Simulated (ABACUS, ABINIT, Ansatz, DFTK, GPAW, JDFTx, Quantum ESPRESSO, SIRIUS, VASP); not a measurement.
**One calculation of Au, 9 ways**

```
Au
1.0
     0.00000    2.03500    2.03500
     2.03500    0.00000    2.03500
     2.03500    2.03500    0.00000
Au
1
Cartesian
  0.0000 0.0000 0.0000
```

Alike in all runs: task single point; functional PBEsol; k mesh 11 × 11 × 11; occupations fermi-dirac, width 0.05 eV; no spin polarisation; no spin-orbit coupling. Pressure is positive in compression and, in plane waves, holds the error of the finite cutoff.

```
                                        program and potentials  plane-wave cutoff (eV)                                                                                 notes  pressure (GPa)
   ABACUS, PseudoDojo NC SR 0.4.1 PBEsol standard, plane waves                    1034                                               19 valence electrons an atom on average            1.31
SIRIUS, PseudoDojo 0.4.1 PBEsol standard (scalar relativistic)                    1054                                               19 valence electrons an atom on average            1.26
                                VASP, PBE PAW files Au, 520 eV                     520                      potentials made for PBE; 11 valence electrons an atom on average            1.38
             GPAW, PAW data sets generated for this functional                     600  11 valence electrons an atom on average; this data set often lies off other programs            4.67
            DFTK, PseudoDojo SR PBEsol 0.4.1 standard (PBEsol)                    1034                                               19 valence electrons an atom on average            1.24
JDFTx, PseudoDojo-SR-PBEsol-0.4.1-standard with smoothed tails                    1034                                               19 valence electrons an atom on average            1.23
                             Quantum ESPRESSO, GBRV 1.5 PBEsol                     612                                               11 valence electrons an atom on average            1.20
                Ansatz, all-electron LAPW, scalar-relativistic                       -                                                                                     -            1.66
               ABINIT, PseudoDojo NC SR PBEsol v0.4.1 standard                    1034                                               19 valence electrons an atom on average            1.24
```

The pressure spans 1.20 (Quantum ESPRESSO, GBRV 1.5 PBEsol) to 4.67 GPa (GPAW, PAW data sets generated for this functional), with all-electron results at 1.66. The pressure on the cell as given of GPAW, PAW data sets generated for this functional lies far from the others; the cause wasn't traced.

The functional is the same throughout but for its coding, so the spread measures potentials, basis and numerics; runs on potential files found faulty are left out.
